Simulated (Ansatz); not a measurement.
# Bi2Se3 (Paraguanajuatite) (R-3m) in Ansatz: further runs

Aim: see how the results for Bi2Se3 (Paraguanajuatite) move with the level of theory and the settings. Levels: exchange-only PBE, r2SCAN+D3(BJ). Tasks: relaxation of cell and atoms.

Everything below comes from runs of Ansatz 0.2.0. Logs are shortened: lines on timing, memory, paths and dates and some standing lists are left out, and cuts for length are marked.

### 1 Starting point

It takes space group R-3m (No. 166, trigonal). The conventional cell has a = 4.143 Å, b = 4.143 Å, c = 28.636 Å, α = 90.00°, β = 90.00°, γ = 120.00°. Around Bi (site symmetry 3m) lie 6 Se at 2.85 to 3.07 Å. Around Se (site symmetry 3m) lie 3 Bi at 2.85 Å. Se (site symmetry -3m) has 6 Bi at 3.07 Å as nearest neighbours.

### 2 Relaxation of cell and atoms, exchange-only PBE

Input file input.yaml:

```yaml
crystal:
  lattice:
    - [2.0715, 1.1959810826, 9.5453333333]
    - [-2.0715, 1.1959810826, 9.5453333333]
    - [0.0, -2.3919621653, 9.5453333333]
  atoms:
    - { symbol: Bi, position: [0.5992, 0.5992, 0.5992] }
    - { symbol: Bi, position: [0.4008, 0.4008, 0.4008] }
    - { symbol: Se, position: [0.7883, 0.7883, 0.7883] }
    - { symbol: Se, position: [0.2117, 0.2117, 0.2117] }
    - { symbol: Se, position: [0.0, 0.0, 0.0] }
hamiltonian:
  xc: { exchange: pbe, correlation: none }
  pseudopotentials: { kind: paw }
kpoints:
  mp_grid: { grid: [8, 8, 8] }
scf:
  occupations: { method: fermi_dirac, width: 0.05 }
output:
  forces: true
  stress: true
relax:
  f_tol: 0.01
  max_steps: 40
  cell: { stress_tol: 0.05 }
```

Potentials or basis: Ansatz PAW.

Run with:

```console
$ ansatz run input.yaml --threads 2 --pin off --max-ram 5120MiB --backend cpu --events-out ev --progress --plain --runs-dir out
```

Log:

```text
Warning: RAYON_NUM_THREADS=2 ignored (pool sized by the plan → 2); use --threads N
basis.fft_grid_basis auto: the FFT boxes are laid along the combinations [[1, 0, -1], [0, 1, -1], [0, 0, 1]] of the cell's own vectors, 4.143, 4.143 and 9.840 Å long. The dense box has 30×30×72 points. Along the cell's own vectors, as sized, it would have 72×72×72, 5.76 times as many. Of the 12 symmetry operations that the crystal satisfies within crystal.symmetry.tolerance (time reversal apart; of a slab, those that keep its plane) the dense box along the cell's own vectors carries 12, and the one as laid loses 8 of those. basis.fft_grid_basis: typed keeps the cell's own vectors: state it where this run's energies or levels are differenced outside the engine with another run's, or held beside a run that keeps those vectors.
Engine: ansatz 0.2.0, aarch64-unknown-linux-gnu
Pseudopotentials: kind: paw
Pseudopotential: Bi, paw, valence charge 15, recommended cutoff 420 eV (normal), Bi.paw.azcp
Pseudopotential: Se, paw, valence charge 16, recommended cutoff 420 eV (normal), Se.paw.azcp
Functional definition: unnamed
  exchange = pbe_x
  correlation = 0
Crystal: 5 atoms, lattice volume = 141.890 Å³
Basis set: ecut = 420 eV, 2743 PW (Γ), FFT grids on a1−a3, a2−a3, a3, exchange–correlation on 60×60×144 points (8 copies of the dense FFT grid, shifted against one another)
Bands: 47, of which v1, the nominal top of the filled ones, is band 39 counted from 1 (38 counted from 0)
Symmetry: 12 space group operations
Space group: R-3m (ITA 166), of the structure as read, at distance tolerance 5.2e-5 Å
k-points: 65 of 512
Non-local potential: Bi, projectors of the file, l = 0: 2, l = 1: 2, l = 2: 2, l = 3: 2
Non-local potential: Se, projectors of the file, l = 0: 2, l = 1: 2, l = 2: 3, l = 3: 1
PAW form: soft (Blöchl's): semilocal exchange-correlation on the pseudo side does not see the compensation charge
PAW frozen core: Bi, regenerated for the run's functional, and the local potential with it (the file was generated under x = pbe(κ = 0.804, μ = 0.2195149727645171), c = pbe(β = 0.06672455060314922))
PAW frozen core: Se, regenerated for the run's functional, and the local potential with it (the file was generated under x = pbe(κ = 0.804, μ = 0.2195149727645171), c = pbe(β = 0.06672455060314922))
PAW one-centre angular grid: Bi, 590 points (default); XC on 64 Gauss nodes
PAW one-centre angular grid: Se, 590 points (default); XC on 64 Gauss nodes
Initial density: superposition of atomic densities (neutral atoms: chi_scale 0, normalization atom), corrected by the library's trained network
Initial wavefunctions: pseudopotential atomic-orbital guess
Functional: x = pbe(κ = 0.804, μ = 0.2195149727645171), c = none
SCF iter   1: F=—  HF=-40786.853376 eV  |F-HF|=—  |Δ(HF+E_count)|=         —  Δρ=5.86e-3  dr2=7.22e-2  ethr=1.77e-3  ⟨swp⟩=8.4  Hψ=13005  notcnv=0  defer=7
preconditioner: auto → Resta (q_TF=auto, 2.469 Å⁻¹)  ε∞=4.1  [insulator: Δε(μ)=0.346 eV  Ē_g=9.441 eV  σ=0.050 eV  W_gap=0.94  n_scr=36 (ndim 8)  ℏωp=16.5 eV  f_vac=0.033  D(μ)=0.01/eV (n_scr^D=0)  ε∞_Penn≈4.1]
SCF iter   2: F=—  HF=-40786.832573 eV  |F-HF|=—  |Δ(HF+E_count)|=   2.08e-2  Δρ=2.37e-3  dr2=1.01e-2  ethr=9.25e-5  ⟨swp⟩=3.0  Hψ=6466  notcnv=0  defer=94
SCF iter   3: F=—  HF=-40786.831435 eV  |F-HF|=—  |Δ(HF+E_count)|=   1.14e-3  Δρ=1.02e-3  dr2=4.13e-3  ethr=1.29e-5  ⟨swp⟩=2.5  Hψ=5659  notcnv=0  defer=94
SCF iter   4: F=—  HF=-40786.831294 eV  |F-HF|=—  |Δ(HF+E_count)|=   1.41e-4  Δρ=4.61e-4  dr2=4.52e-4  ethr=5.30e-6  ⟨swp⟩=1.7  Hψ=3123  notcnv=0  defer=94
SCF iter   5: F=—  HF=-40786.831545 eV  |F-HF|=—  |Δ(HF+E_count)|=   2.51e-4  Δρ=9.80e-5  dr2=2.05e-5  ethr=5.79e-7  ⟨swp⟩=2.2  Hψ=4840  notcnv=0  defer=94
SCF iter   6: F=—  HF=-40786.831557 eV  |F-HF|=—  |Δ(HF+E_count)|=   1.22e-5  Δρ=4.22e-5  dr2=2.55e-6  ethr=2.63e-8  ⟨swp⟩=2.0  Hψ=5496  notcnv=0  defer=94
SCF iter   7: F=—  HF=-40786.831562 eV  |F-HF|=—  |Δ(HF+E_count)|=   4.75e-6  Δρ=1.18e-5  dr2=2.13e-7  ethr=3.27e-9  ⟨swp⟩=2.0  Hψ=4850  notcnv=0  defer=94
[... 186 lines left out ...]
SCF 14 converged in 10 iterations: F = -40788.061794 eV  dr2 = 4.39e-11
relax step  14: F+E_penalty+E_count = -40788.06179393 eV  Δ(F+E_penalty+E_count) = -3.033e-3 eV  max|allowed force component| = 2.279e-3 eV/Å  Δτ_max = 0.0000 Å  P = +0.010 GPa  Ω = 211.571 Å³  stress off target by 4.21e-2 GPa  SCF on the basis re-selected at this cell (its energy is not comparable with the rows above)  (10 SCF iters)
basis re-selected at this cell: Δ(F+E_penalty+E_count) = -3.033e-3 eV, ΔP = +0.010 GPa vs the last step (what re-selecting the basis moved, of the pressure what is left beyond the Pulay correction that the steps carried, after the strain that the cell walked since its last selection, with what the two solves' SCF thresholds leave and, on support functions, any second-order correction that the steps lacked; it is no measure of the basis error at this ecutwfc). The dense FFT grid was sized anew with the basis: this SCF ran on 30×30×90 points, the steps before it on 30×30×80, so part of this shift can come from that change (see relax.cell in the input reference). This SCF's stress stands 4.21e-2 GPa from its target on what of the cell is left free (relax.cell.stress_tol is 5.00e-2 GPa) and its largest allowed force component is 2.28e-3 eV/Å (relax.f_tol is 1.00e-2 eV/Å): within both
SCF converged after 10 iterations
Free energy (F): -40788.061794 eV
Harris-Foulkes:  -40788.061794 eV  (|F-HF|=2.62e-10)
Internal energy: -40788.061736 eV  (E = F + TS)
E sigma→0 (E₀):  -40788.061765 eV
Entropy (-TS):   -0.000058 eV (-0.012 meV/atom)
Fermi energy:    5.316089 eV
--- Per-component energies (eV) ---
  E_band       = -1581.105289
  E_kinetic    = 948.121213
  E_local      = -14898.511215  (includes V_loc(G=0)·N_el)
  E_nonlocal   = -694.235783
  E_hartree    = 6716.655951
  E_xc         = -556.929287
  E_vxc        = -520.875356  (∫ρ·V_xc dr)
  E_paw        = -26702.981745  (= ΣΔE_a)
  E_vpaw       = 151.087132  (= ΣTr[D̂ρ^β])
  E_aug_tail   = -0.002831  (compensation charges beyond the density's cutoff)
  E_ewald      = -5601.629501
  E_core_change = 1.451461  (= ΣΔE_core)
  E_smearing   = -0.000058  (= −TS)
  E_closure    = 0.000000  (closes the sum)
  Σ components = -40788.061794   (vs F -40788.061794, Δ=0.00e0)
--- Forces (eV/Å), atoms counted from 1 ---
  atom   1  Bi    -0.00000000    -0.00000000     0.00056537
  atom   2  Bi     0.00000000     0.00000000    -0.00056537
  atom   3  Se    -0.00000000    -0.00000000     0.00227858
  atom   4  Se     0.00000000     0.00000000    -0.00227858
  atom   5  Se    -0.00000000     0.00000000     0.00000000
  max |Σ_I F_I| component: 4.34e-19 eV/Å
--- Stress (GPa, compression-positive) ---
       -0.005319       0.000000      -0.000000
        0.000000      -0.005319      -0.000000
       -0.000000      -0.000000       0.042103
  P = ⅓ Tr σ = 0.0105 GPa (0.105 kbar)
--- Relaxed structure (12 steps of the walk, 12 accepted, 2 SCFs on fresh bases) ---
  F+E_penalty+E_count = -40788.06179393 eV   max|allowed force component| = 2.279e-3 eV/Å   (the final SCF, on the basis selected at the relaxed cell)
  cell:  # Å, volume = 211.5708 Å³
    - [2.2240314888209642, 1.2840451787354275, 12.347618967511044]
    - [-2.2240314888209642, 1.2840451787354275, 12.347618967511044]
    - [-5.608360221451351e-33, -2.568090357535534, 12.347618967504317]
  atoms:
    - { symbol: Bi, position: [0.6106818559571218, 0.6106818559571218, 0.6106818559571219] }
    - { symbol: Bi, position: [0.38931814404287834, 0.38931814404287834, 0.38931814404287834] }
    - { symbol: Se, position: [0.7649808297050018, 0.7649808297050018, 0.7649808297050018] }
    - { symbol: Se, position: [0.23501917029499841, 0.23501917029499841, 0.2350191702949985] }
    - { symbol: Se, position: [-8.602134850946312e-19, -8.602134850946311e-19, -8.602134850722967e-19] }
```

It took 3.4 min on 2 threads of Arm Neoverse V1, shared host; peak memory 0.8 GiB.

Results:

```
Free energy                            : -40788.0618 eV
Relaxed volume                         : 42.31 Å³/atom
Relaxed cell                           : a = 12.612 Å, b = 12.612 Å, c = 12.612 Å, α = 20.31°, β = 20.31°, γ = 20.31°
Space group after relaxing (to 0.05 Å) : R-3m (No. 166)
Energy gained by relaxing              : 246.0 meV/atom
Ionic steps                            : 14
Pressure after relaxing                : 0.0 GPa
Band gap on the k mesh                 : 0.73 eV
```

Forces on the atoms (eV/Å):
```
Bi   0.000  0.000  0.001
Bi   0.000  0.000 -0.001
Se   0.000  0.000  0.002
Se   0.000  0.000 -0.002
Se   0.000  0.000  0.000
```

Step by step:
```tsv
step	energy change (eV)	largest force (eV/Å)	volume (Å³)
1	0.0000	0.6201	141.89
2	-0.8807	0.4671	163.21
3	-1.0683	0.0500	175.84
4	-1.1340	0.0369	181.43
5	-1.1727	0.1383	188.45
6	-1.1781	0.0492	190.43
7	-1.1785	0.0019	190.95
8	-1.2030	0.0029	190.95
9	-1.2187	0.0062	197.98
10	-1.2256	0.0048	204.19
11	-1.2272	0.0088	209.21
12	-1.2273	0.0021	210.43
13	-1.2272	0.0025	211.57
14	-1.2302	0.0023	211.57
```

Final structure:
```xyz
5
Lattice="2.2240 1.2840 12.3476 -2.2240 1.2840 12.3476 0.0000 -2.5681 12.3476" Properties=species:S:1:pos:R:3 pbc="T T T"
Bi    0.0000    0.0000   22.6214
Bi    0.0000    0.0000   14.4215
Se    0.0000    0.0000   28.3371
Se    0.0000    0.0000    8.7058
Se    0.0000    0.0000    0.0000
```

Caveat: the volume moved by over 15 % at a fixed basis, so the end points are rough; the plane-wave basis is chosen anew once the cell has moved, so the energies of steps on either side of that aren't comparable; spin-orbit coupling is left out, which as a rule narrows the gap of such compounds by several tenths of an eV; the volume moved by +49 % from the deposited cell, more than functionals usually miss; the PAW data sets come from PBE, with cores solved anew for the run's functional, which leaves a small shift of forces and pressure. Zero-point motion and thermal expansion aren't in these numbers.

[end of part 1 of 2]
